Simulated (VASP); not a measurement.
# Cd (Im-3m) in VASP: notebook

One crystal, Cd, is run at these levels: r2SCAN; tasks: single point, relaxation of cell and atoms.

All numbers are computed with VASP 6.6.1; they aren't measurements. Logs are shortened: lines on timing, memory, paths and dates and some standing lists are left out, and cuts for length are marked.

## Step 1: Starting point

Symmetry: Im-3m, No. 229, cubic system. The conventional cell has a = 3.523 Å, b = 3.523 Å, c = 3.523 Å, α = 90.00°, β = 90.00°, γ = 90.00°. Cd (site symmetry m-3m) is surrounded by 8 Cd at 3.05 Å.

This isn't the form of Cd at room conditions, which is hcp.

## Step 2: Single point, r2SCAN

Input file POSCAR:

```
Cd
1.0
   -1.7614592071      1.7614592071      1.7614592071
    1.7614592071     -1.7614592071      1.7614592071
    1.7614592071      1.7614592071     -1.7614592071
Cd
1
Direct
    0.0000000000      0.0000000000      0.0000000000
```

Input file INCAR.step1:

```
SYSTEM = Cd
PREC = Accurate
ENCUT = 520
ISMEAR = 1
SIGMA = 0.1
LREAL = .False.
LASPH = .True.
NELM = 100
NBANDS = 12
GGA = PE
ALGO = Normal
EDIFF = 1E-4
LWAVE = .True.
LCHARG = .False.
```

Input file INCAR.step2:

```
SYSTEM = Cd
PREC = Accurate
ENCUT = 520
EDIFF = 1E-6
ISMEAR = 1
SIGMA = 0.1
LREAL = .False.
LASPH = .True.
NELM = 100
ALGO = Normal
ISIF = 2
LWAVE = .False.
LCHARG = .False.
METAGGA = R2SCAN
LMIXTAU = .True.
NBANDS = 12
ISTART = 1
```

Input file KPOINTS:

```
regular mesh
0
Gamma
  8 8 8
  0 0 0
```

Potentials or basis: VASP PAW PBE potentials, release 64 (Cd).

The run is started by

```console
> cat potpaw_PBE.64/Cd/POTCAR > POTCAR
> cp INCAR.step1 INCAR
> mpirun -np 1 vasp_std > vasp.out
> cp INCAR.step2 INCAR
> mpirun -np 1 vasp_std > vasp.out
```

OUTCAR:

```text
SYSTEM = Cd
   PREC = Accurate
   ENCUT = 520
   EDIFF = 1E-6
   ISMEAR = 1
   LREAL = .False.
   LASPH = .True.
   NELM = 100
   ISIF = 2
   METAGGA = R2SCAN
   ISTART = 1

 ion  position               nearest neighbor table
   1  0.000  0.000  0.000-

  LATTYP: Found a body centered cubic cell.
 ALAT       =     3.5229184142

  Lattice vectors:

 A1 = (  -1.7614592071,   1.7614592071,   1.7614592071)
 A2 = (   1.7614592071,  -1.7614592071,   1.7614592071)
 A3 = (   1.7614592071,   1.7614592071,  -1.7614592071)

Analysis of symmetry for initial positions (statically):
=====================================================================
 Subroutine PRICEL returns:
 Original cell was already a primitive cell.

 Routine SETGRP: Setting up the symmetry group for a
 body centered cubic supercell.

 Subroutine GETGRP returns: Found 48 space group operations
 (whereof 48 operations were pure point group operations)
 out of a pool of 48 trial point group operations.

The static configuration has the point symmetry O_h .

Analysis of symmetry for dynamics (positions and initial velocities):
=====================================================================
 Subroutine PRICEL returns:
 Original cell was already a primitive cell.

 Routine SETGRP: Setting up the symmetry group for a
 body centered cubic supercell.

 Subroutine GETGRP returns: Found 48 space group operations
 (whereof 48 operations were pure point group operations)
 out of a pool of 48 trial point group operations.

The dynamic configuration has the point symmetry O_h .

 Subroutine INISYM returns: Found 48 space group operations
 (whereof 48 operations are pure point group operations),
 and found     1 'primitive' translations

----------------------------------------------------------------------------------------

                                     Primitive cell

  volume of cell :      21.8614

  direct lattice vectors                    reciprocal lattice vectors
    -1.761459207  1.761459207  1.761459207     0.000000000  0.283855566  0.283855566
     1.761459207 -1.761459207  1.761459207     0.283855566  0.000000000  0.283855566
     1.761459207  1.761459207 -1.761459207     0.283855566  0.283855566  0.000000000

  length of vectors
     3.050936842  3.050936842  3.050936842     0.401432391  0.401432391  0.401432391

  position of ions in fractional coordinates (direct lattice)
     0.000000000  0.000000000  0.000000000

  ion indices of the primitive-cell ions
   primitive index   ion index
                 1           1

----------------------------------------------------------------------------------------

 KPOINTS: regular mesh

Automatic generation of k-mesh.
 Grid dimensions read from file:
 generate k-points for:    8    8    8

 Generating k-lattice:

  Cartesian coordinates                     Fractional coordinates (reciprocal lattice)
     0.000000000  0.035481946  0.035481946     0.125000000  0.000000000  0.000000000
     0.035481946  0.000000000  0.035481946     0.000000000  0.125000000  0.000000000
     0.035481946  0.035481946  0.000000000     0.000000000  0.000000000  0.125000000

  Length of vectors
     0.050179049  0.050179049  0.050179049

  Shift w.r.t. Gamma in fractional coordinates (k-lattice)
     0.000000000  0.000000000  0.000000000

 Subroutine IBZKPT returns following result:
 ===========================================

 Found     29 irreducible k-points:

 Following reciprocal coordinates:
            Coordinates               Weight
  0.000000  0.000000  0.000000      1.000000
  0.125000  0.000000  0.000000     12.000000
  0.250000  0.000000  0.000000     12.000000
  0.375000  0.000000  0.000000     12.000000
  0.500000  0.000000  0.000000      6.000000
  0.125000  0.125000  0.000000     24.000000
[... 16 lines left out ...]
 -0.250000  0.250000  0.250000      6.000000
 -0.375000  0.375000  0.250000     24.000000
 [... further k-points ...]
   k-points           NKPTS =     29   k-points in BZ     NKDIM =     29   number of bands    NBANDS=     12
   number of dos      NEDOS =    301   number of ions     NIONS =      1
   total plane-waves  NPLWV =  13824
   dimension x,y,z NGX =    24 NGY =   24 NGZ =   24
   dimension x,y,z NGXF=    48 NGYF=   48 NGZF=   48
   ions per type =               1
   NGX,Y,Z   is equivalent  to a cutoff of  13.08, 13.08, 13.08 a.u.
   NGXF,Y,Z  is equivalent  to a cutoff of  26.16, 26.16, 26.16 a.u.
 SYSTEM =  Cd
   PREC   = accura    normal or accurate (medium, high low for compatibility)
   ISTART =      1    job   : 0-new  1-cont  2-samecut
   ICHARG =      0    charge: 1-file 2-atom 10-const
   ISPIN  =      1    spin polarized calculation?
   LNONCOLLINEAR =      F non collinear calculations
   LSORBIT =      F    spin-orbit coupling
   LASPH  =      T    aspherical Exc in radial PAW
   ENCUT  =  520.0 eV  38.22 Ry    6.18 a.u.   5.67  5.67  5.67*2*pi/ulx,y,z
   NELM   =    100;   NELMIN=  2; NELMDL=  0     # of ELM steps
   EDIFF  = 0.1E-05   stopping-criterion for ELM
   LREAL  =      F    real-space projection
   EDIFFG = 0.1E-04   stopping-criterion for IOM
   NSW    =      0    number of steps for IOM
   IBRION =     -1    ionic relax: 0-MD 1-quasi-New 2-CG
   NFREE  =      0    steps in history (QN), initial steepest desc. (CG)
   ISIF   =      2    stress and relaxation
   ISYM   =      2    0-nonsym 1-usesym 2-fastsym
   POTIM  = 0.5000    time-step for ionic-motion
   TEBEG  =    0.0;   TEEND  =   0.0 temperature during run
   PSTRESS=    0.0 pullay stress
   NELECT =      12.0000    total number of electrons
   NUPDOWN=      -1.0000    fix difference up-down
   EMIN   =  10.00;   EMAX   =-10.00  energy-range for DOS
   EFERMI =   0.00;   METHOD = LEGACY
   ISMEAR =     1;   SIGMA  =   0.10  broadening in eV -4-tet -1-fermi 0-gaus
   EFERMI_NEDOS =   21; number of points for ismear=-14 and -15
   IALGO  =     38    algorithm
   IMIX   =      4    mixing-type and parameters
     AMIX     =   0.40;   BMIX     =  1.00
     AMIX_MAG =   1.60;   BMIX_MAG =  1.00
  volume/ion in A,a.u.               =      21.86       147.53
  Fermi-wavevector in a.u.,A,eV,Ry     =   1.340425  2.533037 24.446136  1.796740
  Thomas-Fermi vector in A             =   2.468739
   LORBIT       =      0    0 simple, 1 ext, 2 COOP (PROOUT), +10 PAW based schemes
   METAGGA = R2SCAN    functional components
   LHFCALC =     F    Hartree Fock is set to
   AEXX    =    0.0000 exact exchange contribution
   IVDW    =     0    specifies the selected vdW correction
   LEPSILON=     F    determine dielectric tensor
   LRPA    =     F    only Hartree local field effects (RPA)
 non-spin polarized calculation
 Methfessel and Paxton  Order N= 1 SIGMA  =   0.10
  energy-cutoff  :      520.00
  volume of cell :       21.86
 maximum number of plane-waves:       604
   NGX = 11   NGY = 11   NGZ = 11

 number of electron      11.9999996 magnetization

 Free energy of the ion-electron system (eV)
  ---------------------------------------------------
  ext. energy  EPLUGINS =         0.00000000
  ---------------------------------------------------
  free energy    TOTEN  =       -19.99646773 eV

  energy without entropy =      -19.99574305  energy(sigma->0) =      -19.99622617

 E-fermi :   2.8097     XC(G=0): -11.7873

 val. band max:        2.5324392339   @ k =   0.3750   0.1250   0.1250
 cond. band min:       2.8484665390   @ k =   0.3750   0.2500  -0.0000
 fundamental gap:      0.3160273051
 Fermi energy:         2.8097494712

 k-point     1 :       0.0000    0.0000    0.0000
  band No.  band energies     occupation
      1      -6.8871      2.00000
      2      -6.8871      2.00000
      3      -6.8870      2.00000
      4      -6.3521      2.00000
      5      -6.2225      2.00000
      6      -6.2225      2.00000
      7      19.0974      0.00000
      8      19.0974      0.00000
      9      19.0975      0.00000
     10      20.1393      0.00000
     11      20.1394      0.00000
     12      20.1394      0.00000

 k-point     2 :       0.1250    0.0000    0.0000
  band No.  band energies     occupation
      1      -6.9382      2.00000
      2      -6.8919      2.00000
      3      -6.7385      2.00000
      4      -6.2806      2.00000
      5      -6.2202      2.00000
      6      -5.8774      2.00000
      7      15.3870      0.00000
      8      17.6471      0.00000
      9      18.0204      0.00000
     10      18.5371      0.00000
     11      18.9844      0.00000
     12      20.0416      0.00000

 k-point     3 :       0.2500    0.0000    0.0000
  band No.  band energies     occupation
      1      -7.0598      2.00000
      2      -7.0252      2.00000
      3      -6.3613      2.00000
      4      -6.3223      2.00000
      5      -6.2123      2.00000
      6      -4.4277      2.00000
      7      10.1580      0.00000
      8      15.3661      0.00000
      9      15.4027      0.00000
     10      17.7283      0.00000
     11      18.2368      0.00000
     12      21.5949      0.00000
[... 286 lines left out ...]
 k-point    23 :      -0.2500    0.2500    0.2500
  band No.  band energies     occupation
      1      -6.8062      2.00000
      2      -6.6002      2.00000
      3      -6.5811      2.00000
      4      -6.5810      2.00000
      5      -6.3905      2.00000
      6      -2.4887      2.00000
      7      11.0552      0.00000
      8      11.0552      0.00000
      9      12.0835      0.00000
     10      13.0875      0.00000
     11      23.7287      0.00000
     12      23.7288      0.00000

 k-point    24 :      -0.3750    0.3750    0.2500
  band No.  band energies     occupation
      1      -7.0344      2.00000
      2      -6.8230      2.00000
      3      -6.5836      2.00000
      4      -6.3770      2.00000
      5      -6.0230      2.00000
      6      -0.1723      2.00000
      7       6.9585      0.00000
      8       9.4326      0.00000
      9      11.6521      0.00000
     10      14.1458      0.00000
     11      20.4621      0.00000
     12      23.2505      0.00000

 [... further k-points ...]

------------------------ aborting loop because EDIFF is reached ----------------------------------------

  FORCE on cell =-STRESS in cart. coord.  units (eV):
  Direction    XX          YY          ZZ          XY          YZ          ZX
  --------------------------------------------------------------------------------------
  -------------------------------------------------------------------------------------
  Total        0.0383806      0.0383806      0.0383806      0.0000000     -0.0000000      0.0000000
  in kB        2.8128395      2.8128395      2.8128395      0.0000000     -0.0000000      0.0000000
  external PRESSURE =       2.8128395 kB  Pullay stress =       0.0000000 kB

 VOLUME and BASIS-vectors are now :
 -----------------------------------------------------------------------------
  energy-cutoff  :      520.00
  volume of cell :       21.86
      direct lattice vectors                 reciprocal lattice vectors
    -1.761459207  1.761459207  1.761459207     0.000000000  0.283855566  0.283855566
     1.761459207 -1.761459207  1.761459207     0.283855566  0.000000000  0.283855566
     1.761459207  1.761459207 -1.761459207     0.283855566  0.283855566  0.000000000

 POSITION                                       TOTAL-FORCE (eV/Angst)
 -----------------------------------------------------------------------------------
      0.00000      0.00000      0.00000         0.000000     -0.000000     -0.000000
 -----------------------------------------------------------------------------------
    total drift:                                0.000000      0.000000      0.000000

  FREE ENERGIE OF THE ION-ELECTRON SYSTEM (eV)
  ---------------------------------------------------
  free  energy   TOTEN  =       -19.9964677312 eV

  energy  without entropy=      -19.9957430480  energy(sigma->0) =      -19.99622617
```

It took 24 s on 1 thread of Intel Xeon Platinum 8488C (Sapphire Rapids), shared host; peak memory 0.14 GiB.

What came out:

```yaml
Free_energy: -19.9965 eV
Pressure: 0.3 GPa
Band_gap_on_the_k_mesh: none (metal or under the smearing width)
```

Levels at points of the mesh, in eV from the Fermi level:
| k point | band 4 | band 5 | band 6 | band 7 | band 8 | band 9 |
| --- | --- | --- | --- | --- | --- | --- |
| (0.00, 0.00, 0.00) | -9.16 | -9.03 | -9.03 | 16.29 | 16.29 | 16.29 |
| (0.50, 0.00, 0.00) | -9.00 | -8.58 | -2.21 | -0.83 | 10.01 | 10.62 |
| (0.50, 0.50, 0.50) | -8.69 | -8.69 | 3.70 | 3.70 | 3.70 | 6.37 |

Caveat: the PAW data sets were made with another functional, which shifts forces and pressure a little.

## Step 3: Relaxation of cell and atoms, r2SCAN

This run uses another cell than the first one, of 22.72 Å³/atom, 1.039 times its volume.

Input file POSCAR:

```
Cd
1.0
   -1.7843220000      1.7843220000      1.7843220000
    1.7843220000     -1.7843220000      1.7843220000
    1.7843220000      1.7843220000     -1.7843220000
Cd
1
Direct
    0.0000000000      0.0000000000      0.0000000000
```

Input file INCAR.step1:

```
ALGO = Normal
EDIFF = 1E-4
ENCUT = 600
GGA = PE
ISMEAR = 1
LASPH = T
LCHARG = F
LREAL = F
LWAVE = T
NELM = 100
PREC = Accurate
SIGMA = 0.1
```

Input file INCAR.step2:

```
ALGO = Normal
EDIFF = 1E-6
EDIFFG = -0.02
ENCUT = 600
IBRION = 2
ISIF = 3
ISMEAR = 1
ISTART = 1
LASPH = T
LCHARG = F
LMIXTAU = T
LREAL = F
LWAVE = F
METAGGA = R2SCAN
NELM = 100
NSW = 60
PREC = Accurate
SIGMA = 0.1
```

Input file KPOINTS:

```
k-points
0
Gamma
  8 8 8
```

Potentials or basis: VASP PAW PBE potentials, release 64 (Cd).

The run is started by

```console
> cat potpaw_PBE.64/Cd/POTCAR > POTCAR
> cp INCAR.step1 INCAR
> mpirun -np 1 vasp_std > vasp.out
> cp INCAR.step2 INCAR
> mpirun -np 1 vasp_std > vasp.out
```

Run time: 2 min. Hardware: 1 thread of Intel Xeon Platinum 8488C (Sapphire Rapids), shared host; peak memory 0.17 GiB.

It converged, with:

```
Free energy                            : -19.9975 eV
Relaxed volume                         : 21.95 Å³/atom
Relaxed cell                           : a = 3.055 Å, b = 3.055 Å, c = 3.055 Å, α = 109.47°, β = 109.47°, γ = 109.47°
Space group after relaxing (to 0.05 Å) : Im-3m (No. 229)
Energy gained by relaxing              : 4.4 meV/atom
Ionic steps                            : 3
Pressure after relaxing                : 0.0 GPa
Band gap on the k mesh                 : none (metal or under the smearing width)
```

Step by step:
| step | energy change (eV) | largest force (eV/Å) | pressure (GPa) | volume (Å³) |
| --- | --- | --- | --- | --- |
| 1 | 0.0000 | 0.0000 | -1.80 | 22.72 |
| 2 | -0.0043 | 0.0000 | 0.15 | 21.89 |
| 3 | -0.0044 | 0.0000 | 0.00 | 21.95 |

Final structure:
```
Cd
1.0
    -1.76395    1.76395    1.76395
     1.76395   -1.76395    1.76395
     1.76395    1.76395   -1.76395
Cd
1
Direct
  0.00000 0.00000 0.00000
```

Levels at points of the mesh, in eV from the Fermi level:
```csv
k point,band 3,band 4,band 5,band 6,band 7,band 8,band 9,band 10
"(0.00, 0.00, 0.00)",-9.68,-9.12,-9.02,-9.02,16.27,16.27,16.27,17.27
"(0.50, 0.00, 0.00)",-9.05,-8.99,-8.58,-2.18,-0.83,9.98,10.60,14.20
"(0.50, 0.50, 0.50)",-8.69,-8.69,-8.69,3.70,3.70,3.70,6.33,8.30
```

Caveat: the PAW data sets were made with another functional, which shifts forces and pressure a little.

## Step 4: Single point, r2SCAN

Input file POSCAR:

```
Cd
1.0
   -1.7614592071      1.7614592071      1.7614592071
    1.7614592071     -1.7614592071      1.7614592071
    1.7614592071      1.7614592071     -1.7614592071
Cd
1
Direct
    0.0000000000      0.0000000000      0.0000000000
```

Input file INCAR.step1:

```
SYSTEM = Cd
PREC = Accurate
ENCUT = 520
ISMEAR = 1
SIGMA = 0.1
LREAL = .False.
LASPH = .True.
NELM = 100
NBANDS = 12
GGA = PE
ALGO = Normal
EDIFF = 1E-4
LWAVE = .True.
LCHARG = .False.
```

Input file INCAR.step2:

```
SYSTEM = Cd
PREC = Accurate
ENCUT = 520
EDIFF = 1E-6
ISMEAR = 1
SIGMA = 0.1
LREAL = .False.
LASPH = .True.
NELM = 100
ALGO = Normal
ISIF = 2
LWAVE = .False.
LCHARG = .False.
METAGGA = R2SCAN
LMIXTAU = .True.
NBANDS = 12
ISTART = 1
```

Input file KPOINTS:

```
Automatic mesh
0
Gamma
  10 10 10
  0 0 0
```

The run is started by

```console
> cat potpaw_PBE.64/Cd/POTCAR > POTCAR
> cp INCAR.step1 INCAR
> mpirun -np 1 vasp_std > vasp.out
> cp INCAR.step2 INCAR
> mpirun -np 1 vasp_std > vasp.out
```

Wall time 24 s (1 thread of Intel Xeon Platinum 8488C (Sapphire Rapids), shared host); peak memory 0.14 GiB.

It converged, with:

```
Free energy            : -20.0181 eV
Pressure               : 0.5 GPa
Band gap on the k mesh : none (metal or under the smearing width)
```

Levels at points of the mesh, in eV from the Fermi level:
```csv
k point,band 2,band 3,band 4,band 5,band 6,band 7,band 8,band 9,band 10,band 11
"(0.00, 0.00, 0.00)",-9.98,-9.98,-9.45,-9.32,-9.32,15.99,15.99,15.99,17.03,17.03
"(0.50, 0.00, 0.00)",-10.33,-9.35,-9.29,-8.87,-2.50,-1.12,9.71,10.33,13.94,14.71
"(0.50, 0.50, 0.50)",-10.51,-8.98,-8.98,-8.98,3.40,3.40,3.40,6.08,8.03,8.03
```

Caveat: the PAW data sets were made with another functional, which shifts forces and pressure a little.

## Step 5: The runs side by side

```tsv
task	cell	k mesh	cutoff (eV)	gap on the mesh (eV)	pressure (GPa)
single point	Im-3m, 21.86 Å³/atom	8 × 8 × 8	520	none	0.3
relaxation of cell and atoms	relaxed	8 × 8 × 8	600	none	0.0
single point	Im-3m, 21.86 Å³/atom	10 × 10 × 10	520	none	0.5
```

Alike in all rows: level r2SCAN; potentials or basis VASP PAW PBE potentials, release 64 (Cd); no spin polarisation; smearing methfessel-paxton 0.1 eV.

Caveats: the PAW data sets were made with another functional, which shifts forces and pressure a little.

Absolute energies hang on the potentials; compare differences alone.
